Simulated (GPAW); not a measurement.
**Core-hole calculation of the Ga K edge in zinc-blende (GaAs)₁₋ₓ(GaP)ₓ at x = 0**

What does the Ga K edge look like in zinc-blende (GaAs)₁₋ₓ(GaP)ₓ at x = 0?

Main program and level: GPAW 26.7.0; X-ray absorption from dipole matrix elements to empty bands, plane-wave PAW LDA.

## (1) Starting point

The structure is cubic, space group F-43m (No. 216). Conventional cell: a = 5.653 Å, b = 5.653 Å, c = 5.653 Å, α = 90.00°, β = 90.00°, γ = 90.00°. Nearest to Ga lie 4 As at 2.45 Å. As has 4 Ga at 2.45 Å nearest. 16-atom zinc-blende cell, 0 of 8 As sites taken by P at random, lattice constants typed for the ends and interpolated (Vegard). Farther neighbours are not listed.

As a file:

```cif
data_structure
_symmetry_space_group_name_H-M 'F-43m'
_symmetry_Int_Tables_number 216
_cell_length_a 5.6530
_cell_length_b 5.6530
_cell_length_c 5.6530
_cell_angle_alpha 90.000
_cell_angle_beta 90.000
_cell_angle_gamma 90.000
_cell_volume 180.65
loop_
_atom_site_label
_atom_site_type_symbol
_atom_site_symmetry_multiplicity
_atom_site_Wyckoff_symbol
_atom_site_fract_x
_atom_site_fract_y
_atom_site_fract_z
_atom_site_occupancy
Ga1 Ga 4 a 0.00000 0.00000 0.00000 1
As1 As 4 c 0.25000 0.75000 0.75000 1
```

## (2) The field without a hole

The ground state comes first: it tells whether the system has a gap, which decides how the excited electron is treated.

File scf.py:

```python
import numpy as np
from ase import Atoms
from ase.parallel import parprint, paropen
from gpaw import GPAW, PW, FermiDirac, Mixer, MixerDif, setup_paths
from gpaw.test import gen
setup_paths.insert(0, '.')
gen('Ga', name='nch1s', xcname='LDA', corehole=(1, 0, 0), write_xml=True)
from gpaw.mpi import world
world.barrier()

atoms = Atoms('GaAsGaAsGaAsGaAsGaAsGaAsGaAsGaAs',
    cell=[[0, 5.653, 5.653],
     [5.653, 0, 5.653],
     [5.653, 5.653, 0]],
    scaled_positions=[[0, 0, 0],
     [0.125, 0.125, 0.125],
     [0, 0, 0.5],
     [0.125, 0.125, 0.625],
     [0, 0.5, 0],
     [0.125, 0.625, 0.125],
     [1, 0.5, 0.5],
     [0.125, 0.625, 0.625],
     [0.5, 0, 0],
     [0.625, 0.125, 0.125],
     [0.5, 1, 0.5],
     [0.625, 0.125, 0.625],
     [0.5, 0.5, 0],
     [0.625, 0.625, 0.125],
     [0.5, 0.5, 0.5],
     [0.625, 0.625, 0.625]],
    pbc=True)
atoms.calc = calc = GPAW(legacy_gpaw=True, mode=PW(400, force_complex_dtype=True), xc='LDA', setups={0: 'nch1s'},
    kpts={'size': (4, 4, 4), 'gamma': True}, occupations=FermiDirac(0.05),
    charge=0, mixer=Mixer(0.1, 5, 50), maxiter=150,
    convergence={'density': 0.0001, 'eigenstates': 1e-6}, txt='scf.txt')
energy = atoms.get_potential_energy() + calc.get_reference_energy()
ef = calc.get_fermi_level()
out = dict(energy=energy, fermi=ef, forces=atoms.get_forces().tolist())
parprint(f'all-electron energy {energy:.4f} eV, Fermi level {ef:.4f} eV')
ev = np.array([[calc.get_eigenvalues(k, s) for k in range(len(calc.get_ibz_k_points()))] for s in range(calc.get_number_of_spins())])
out['homo'], out['lumo'], out['counts'] = ev[ev < ef].max(), ev[ev > ef].min(), sorted(set((ev < ef).sum((0, 2)).tolist()))
out['filled'] = (ev[:, 0] < ef).sum(1).tolist()
import json
with paropen('out.json', 'w') as f:
    json.dump(out, f)
```

Run with:

```console
> OMP_NUM_THREADS=1 mpirun -n 4 gpaw python scf.py
```

Numbers of over 12 decimals in the logs are rounded to 6 here.

What it wrote:

```text
Input parameters:
  convergence: {density: 0.0001,
                eigenstates: 1e-06}
  kpts: {gamma: True,
         size: (4, 4, 4)}
  maxiter: 150
  mixer: {backend: pulay,
          beta: 0.1,
          method: separate,
          nmaxold: 5,
          weight: 50}
  mode: {ecut: 400.0,
         force_complex_dtype: True,
         name: pw}
  occupations: {fixmagmom: False,
                name: fermi-dirac,
                width: 0.05}
  setups: {0: nch1s}

Initialize ...

[... PAW data sets ...]

Reference energy: -913823.711407  # eV

Spin-paired calculation

[... convergence settings ...]
Symmetries present (total): 24
  [... symmetry matrices ...]

64 k-points: 4 x 4 x 4 Monkhorst-Pack grid + [1/8,1/8,1/8]
8 k-points in the irreducible part of the Brillouin zone
       k-points in crystal coordinates                weights
   0:     0.00000000    0.00000000    0.00000000          1/64
   1:     0.25000000    0.25000000    0.00000000          6/64
   2:     0.25000000    0.25000000    0.25000000          8/64
   3:     0.50000000    0.25000000   -0.25000000          6/64
   4:     0.50000000    0.25000000    0.25000000         12/64
   5:     0.50000000    0.50000000    0.00000000          3/64
   6:     0.50000000    0.50000000    0.25000000         24/64
   7:     0.50000000    0.50000000    0.50000000          4/64

Wave functions: Plane wave expansion
  Cutoff energy: 400.000 eV
  Number of coefficients (min, max): 6486, 6620
  Pulay-stress correction: 0.000000 eV/Ang^3 (de/decut=0.000000)
  Using FFTW library
  Wavefunction extrapolation:
    Improved wavefunction reuse through dual PAW basis

Occupation numbers: Fermi-Dirac:
  width: 0.0500  # eV

Eigensolver
   Davidson(niter=2)

Densities:
  Coarse grid: 40*40*40 grid
  Fine grid: 80*80*80 grid
  Total Charge: 0.000000

Density mixing:
  Method: separate
  Backend: pulay
  Linear mixing parameter: 0.1
  old densities: 5
  Width of damping distribution: 1.1
  Damping of long wavelength oscillations: 50

[... Hamiltonian set-up ...]
Number of atoms: 16
Number of atomic orbitals: 64
Number of bands in calculation: 43
Number of valence electrons: 64
Bands to converge: occupied

... initialized

Initializing position-dependent things.

Density initialized from atomic densities
Creating initial wave functions:
  43 bands from LCAO basis set

                           Ga
                                Ga
                             As

                    As
                         Ga
                      As
                Ga
             As             As
                   As
         Ga
                    As
              Ga
            As
                Ga
       Ga

Atomic positions and initial magnetic moments

Positions:
   0 Ga     0.000000    0.000000    0.000000    ( 0.0000,  0.0000,  0.0000)
   1 As     1.413250    1.413250    1.413250    ( 0.0000,  0.0000,  0.0000)
   2 Ga     2.826500    2.826500    0.000000    ( 0.0000,  0.0000,  0.0000)
   3 As     4.239750    4.239750    1.413250    ( 0.0000,  0.0000,  0.0000)
   4 Ga     2.826500    0.000000    2.826500    ( 0.0000,  0.0000,  0.0000)
   5 As     4.239750    1.413250    4.239750    ( 0.0000,  0.0000,  0.0000)
   6 Ga     5.653000    8.479500    8.479500    ( 0.0000,  0.0000,  0.0000)
[...]
13 As     4.239750    4.239750    7.066250    ( 0.0000,  0.0000,  0.0000)
  14 Ga     5.653000    5.653000    5.653000    ( 0.0000,  0.0000,  0.0000)
  15 As     7.066250    7.066250    7.066250    ( 0.0000,  0.0000,  0.0000)

Unit cell:
           periodic     x           y           z      points  spacing
  1. axis:    yes    0.000000    5.653000    5.653000    40     0.1632
  2. axis:    yes    5.653000    0.000000    5.653000    40     0.1632
  3. axis:    yes    5.653000    5.653000    0.000000    40     0.1632

  Lengths:   7.994549   7.994549   7.994549
  Angles:   60.000000  60.000000  60.000000

Effective grid spacing dv^(1/3) = 0.1781

iter:   1   -77.948499
iter:   2   -77.628021   -2.36  -0.87
iter:   3   -76.977824   -1.66  -0.92
iter:   4   -76.931979   -3.28  -1.43
iter:   5   -76.908550   -2.35  -1.53
iter:   6   -76.871583   -3.26  -1.81
iter:   7   -76.880783   -3.41  -2.29
iter:   8   -76.868374c  -3.76  -2.07
iter:   9   -76.868458c  -4.78  -3.25
iter:  10   -76.868497c  -5.66  -3.39
iter:  11   -76.868474c  -6.83c -3.21
iter:  12   -76.868428c  -6.12c -3.28
iter:  13   -76.868428c  -7.10c -4.08c

Converged after 13 iterations.

Dipole moment: (-27.415159, -27.415159, -27.415159) |e|*Ang

Energy contributions relative to reference atoms: (reference = -913823.711407)

Kinetic:       +211.400160
Potential:     -188.762507
External:        +0.000000
XC:             -99.673075
Entropy (-ST):   -0.000675
Local:           +0.167332
SIC:             +0.000000
--------------------------
Free energy:    -76.868765
Extrapolated:   -76.868428

Showing only first 2 kpts
 Kpt  Band  Eigenvalues  Occupancy
  0    30      4.61455    1.97186
  0    31      4.61455    1.97186
  0    32      4.97992    0.08974
  0    33      5.50874    0.00000

  1    30      3.95268    2.00000
  1    31      3.95268    2.00000
  1    32      5.98764    0.00000
  1    33      6.64026    0.00000

Fermi level: 4.82702

Gap: 0.365 eV
Transition (v -> c):
  (s=0, k=0, n=31, [0.00, 0.00, 0.00]) -> (s=0, k=0, n=32, [0.00, 0.00, 0.00])
No difference between direct/indirect transitions

Forces in eV/Ang:
  0 Ga    0.00000   -0.00000   -0.00000
  1 As   -0.00008   -0.00008   -0.00008
  2 Ga    0.00000   -0.00000    0.00001
  3 As    0.00008    0.00008   -0.00008
  4 Ga    0.00000    0.00001   -0.00000
  5 As    0.00008   -0.00008    0.00008
  6 Ga   -0.00001   -0.00000   -0.00000
[...]
13 As    0.00004    0.00004   -0.00004
 14 Ga    0.00000    0.00000   -0.00000
 15 As   -0.00004   -0.00004   -0.00004
Scalar-relativistic atomic LDA calculation for Ga (Gallium, Z=31)
Core hole in 1s state (1s occupation: 2.0)
600 radial gridpoints.
|------------------------------------------------|
|------------------------------------------------|
[... the atom generator's iteration count ...]

Energy contributions:
-------------------------
Kinetic:    +1972.184799
XC:           -72.597836
Potential:  -3840.247246
-------------------------
Total:      -1940.660283

state      eigenvalue         ekin         rmax
-----------------------------------------------
1s^2.0 :  -375.030000   481.718074        0.032
2s^2.0 :   -46.288952    91.904266        0.183
2p^6.0 :   -40.360200    89.727351        0.146
3s^2.0 :    -5.415739    20.699600        0.565
3p^6.0 :    -3.626001    18.420027        0.567
3d^10.0:    -0.713236    12.977628        0.531
4s^2.0 :    -0.336865     1.972734        1.883
4p^1.0 :    -0.100461     0.934904        2.519
-----------------------------------------------
(units: Bohr and Hartree)

Generating PAW setup
Kinetic energy of the core from tauc = 1987.570136198629
Cutoffs:
rc(s)=2.200
rc(p)=2.200
rc(d)=2.200
rc(vbar)=1.980
rc(comp)=2.200
rc(nct)=2.200

Kinetic energy of the core states: 1967.304428
Charge: 0.0
Core electrons: 28.0
Valence electrons: 3.0
Pseudo-core charge: 1.942142
Shape function alpha=2.066
Pseudo-electron charge 5.235165
state    eigenvalue         norm
--------------------------------
4s(2) :    -0.336865     1.140380
*s    :     0.663135
4p(1) :    -0.100461     1.012264
*p    :     0.899539
*d    :     0.000000
--------------------------------

Diagonalizing with gridspacing h=0.050

state   all-electron     PAW
-------------------------------
4s:      -0.336865    -0.337024
4p:      -0.100461    -0.100552
*d:                    0.030615
*f:                    0.065359
-------------------------------
all-electron energy -913900.5798 eV, Fermi level 4.8270 eV
```

The job ended after 20 s (4 MPI ranks of Intel Xeon Platinum 8488C (Sapphire Rapids), shared host; peak memory 0.3 GiB; 76 s of CPU time).

The mesh shows a gap of 0.37 eV. The excited electron is kept all the same, so that all members of the series, with or without a gap, are treated alike.

## (3) Reference energy of the cell

The photon energy needs a difference of total energies, so the cell and mesh of the coming hole run are first run without a hole.

scf.py: that of step 2 with these lines changed.

```diff
@@ -20,3 +20,3 @@
      [0.125, 0.625, 0.125],
-     [1, 0.5, 0.5],
+     [0, 0.5, 0.5],
      [0.125, 0.625, 0.625],
@@ -24,3 +24,3 @@
      [0.625, 0.125, 0.125],
-     [0.5, 1, 0.5],
+     [0.5, 0, 0.5],
      [0.625, 0.125, 0.625],
@@ -32,3 +32,3 @@
 atoms.calc = calc = GPAW(legacy_gpaw=True, mode=PW(400, force_complex_dtype=True), xc='LDA', setups={0: 'nch1s'},
-    kpts={'size': (4, 4, 4), 'gamma': True}, occupations=FermiDirac(0.05),
+    kpts={'size': (3, 3, 3), 'gamma': True}, occupations=FermiDirac(0.02),
     charge=0, mixer=Mixer(0.1, 5, 50), maxiter=150,
```

What it wrote:

```text
Input parameters:
  convergence: {density: 0.0001,
                eigenstates: 1e-06}
  kpts: {gamma: True,
         size: (3, 3, 3)}
  maxiter: 150
  mixer: {backend: pulay,
          beta: 0.1,
          method: separate,
          nmaxold: 5,
          weight: 50}
  mode: {ecut: 400.0,
         force_complex_dtype: True,
         name: pw}
  occupations: {fixmagmom: False,
                name: fermi-dirac,
[...]
4s(2) :    -0.336865     1.140380
*s    :     0.663135
4p(1) :    -0.100461     1.012264
*p    :     0.899539
*d    :     0.000000
--------------------------------

Diagonalizing with gridspacing h=0.050

state   all-electron     PAW
-------------------------------
4s:      -0.336865    -0.337024
4p:      -0.100461    -0.100552
*d:                    0.030615
*f:                    0.065359
-------------------------------
all-electron energy -913900.4039 eV, Fermi level 4.8147 eV
[key lines of the parts left out:]
Converged after 13 iterations.
Dipole moment: (-27.365627, -27.365627, -27.365627) |e|*Ang
Free energy:    -76.692454
Fermi level: 4.81468
```

The job ended after 14 s (4 MPI ranks; peak memory 0.3 GiB).

Reference energy: -913900.404 eV with the cores included.

(Continued in part 2 of 2.)

[Banner, clock and machine lines of the logs are left out without a mark of their own.]

[Logs are printed without paths, hosts, clocks, repeated set-up lines and the standing remarks that a program may print on its own settings, such as how far it seeks lower states.]

[Hosts, paths, dates, database ids (printed as entryN), source tags and the programs' standing remarks are cut or masked in the printed files.]

[Lists of maxima count a maximum above −3 eV only where it reaches 4 % of the highest in the window and stands out from its surroundings by 2 % of it (1.5 % where it reaches 55 %); shoulders and weaker maxima are passed over, and of the rest the first, up to two pre-edge ones and the few strongest are named.]
